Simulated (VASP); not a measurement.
**Pd: equation of state with LDA**

Pd:

```
CELL_PARAMETERS angstrom
2.69467 0.00000 0.00000
-1.34733 2.33365 0.00000
0.00000 0.00000 4.53014
ATOMIC_POSITIONS crystal
Pd 0.33333 0.66667 0.25000
Pd 0.66667 0.33333 0.75000
```

This isn't the form of Pd at room conditions, which is fcc.

| Property | Result |
| --- | --- |
| Program | VASP 6.6.1 |
| Task | equation of state |
| Functional | LDA |
| Potentials or basis | VASP PAW LDA potentials, release 64 (Pd) |
| Cutoff | 520 eV |
| k mesh | 10 × 10 × 6 |
| Occupations | fermi-dirac, width 0.05 eV |
| Spin | no spin polarisation |

```json
{"Equilibrium volume": "14.25 Å³/atom", "Bulk modulus at fixed shape and positions": "223 GPa", "Pressure derivative of the bulk modulus": "5.4 (rough: it moves with the points fitted)"}
```

Energy against volume, from the lowest point:
```tsv
volume (Å³/atom)	energy (meV/atom)
13.674	17.61
13.959	4.28
14.244	0.00
14.529	3.68
14.813	14.35
```

All runs of the series together: 72 s on 1 thread of Intel(R) Xeon(R) Platinum 8488C (Sapphire Rapids), with other jobs on the host.

Caveat: the cell was scaled at fixed shape and fractional positions, which overstates the stiffness of a crystal with free parameters, most of all of layers and chains.
